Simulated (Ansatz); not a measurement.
**WSe2 (P6_3/mmc): a single-point run**

The task is a single-point run on WSe2 (P6_3/mmc). The structure is shown as the input types it.

Computed with Ansatz 0.2.0 (Kohn-Sham DFT, with the functional, basis and potentials that each input names, unless a step's input says otherwise).

3 further runs of the same task are left out: 1 for a known fault of the program, 1 that didn't finish, 1 set aside as unsound or not needed. Runs told in other sessions of the task aren't counted.

**1. Starting point**

It takes space group P6_3/mmc (No. 194, hexagonal). Conventional cell: a = 3.321 Å, b = 3.321 Å, c = 15.269 Å, α = 90.00°, β = 90.00°, γ = 120.00°. Around W (site symmetry -6m2) lie 6 Se at 2.55 Å. Around Se (site symmetry 3m) lie 3 W at 2.55 Å.

As a file:

```xyz
6
Lattice="3.3207 0.0000 0.0000 -1.6603 2.8758 0.0000 0.0000 0.0000 15.2692" Properties=species:S:1:pos:R:3 pbc="T T T"
W     0.0000    1.9172    3.8173
W     1.6603    0.9586   11.4519
Se    0.0000    1.9172    9.7737
Se    1.6603    0.9586    2.1391
Se    0.0000    1.9172   13.1302
Se    1.6603    0.9586    5.4955
```

**2. The calculation**

Input file input.yaml:

```yaml
crystal:
  lattice:
    - [3.320672664387, 0.0, 0.0]
    - [-1.660336332193, 2.875786885011, 0.0]
    - [0.0, 0.0, 15.2692400593]
  atoms:
    - { symbol: W, position: [0.3333333333333, 0.6666666666667, 0.25], spin: 2.0 }
    - { symbol: W, position: [0.6666666666667, 0.3333333333333, 0.75], spin: 2.0 }
    - { symbol: Se, position: [0.3333333333333, 0.6666666666667, 0.6400904823] }
    - { symbol: Se, position: [0.6666666666667, 0.3333333333333, 0.1400904823] }
    - { symbol: Se, position: [0.3333333333333, 0.6666666666667, 0.8599095177] }
    - { symbol: Se, position: [0.6666666666667, 0.3333333333333, 0.3599095177] }
basis:
  ecutwfc: 420
  ecutrho_ratio: 4
kpoints:
  mp_grid: { grid: [10, 10, 2] }
hamiltonian:
  xc: pbe
  hubbard: { sites: [{ species: W, l: d, u_eff: -5.0 }] }
scf:
  occupations: { method: gaussian, width: 0.05 }
  max_iter: 80
output:
  forces: true
  stress: true
magnetization:
  spin_polarized: true
```

On the command line:

```
$ ansatz run input.yaml --threads 4 --pin off --max-ram 7168MiB --backend cpu --events-out ev --progress --plain --runs-dir out
```

**Question.** How will this run end, and is anything wrong with its input?

The run converged and reported no error, with warnings (seeded moment not kept). Its log warns: «the starting moments were not kept: the SCF closed with an absolute magnetisation of 9.3e-6 μB, where they sum to 4 μB in size (2 sites) ...»

In the input, hamiltonian.hubbard.sites is [{species: W, l: d, u_eff: -5.0}]. The U is negative: it rewards fractional occupations of the shell, where a positive U penalises them, and shifts its filled levels up and its empty ones down.

Run again and compare: delete hamiltonian.hubbard.sites.
